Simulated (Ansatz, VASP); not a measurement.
# Be: VASP beside Ansatz

```
Be
1.0
    -1.25007    1.25007    1.25007
     1.25007   -1.25007    1.25007
     1.25007    1.25007   -1.25007
Be
1
Direct
  0.00000 0.00000 0.00000
```

This isn't the form of Be at room conditions, which is hcp.

Alike in both runs: task single point; functional PBE; k mesh 20 × 20 × 20; occupations fermi-dirac, width 0.05 eV; no spin polarisation.

|  | VASP | Ansatz |
| --- | --- | --- |
| version | VASP 6.6.1 | Ansatz 0.2.0 |
| potentials or method | VASP PAW PBE potentials, release 64 (Be), cutoff 520 eV | all-electron LAPW, scalar-relativistic |

```csv
,VASP,Ansatz,Ansatz less VASP
pressure (GPa),0.2,0.0,-0.18
```

Ansatz ran all-electron here, so the differences hold the error of VASP's frozen core and of both bases.
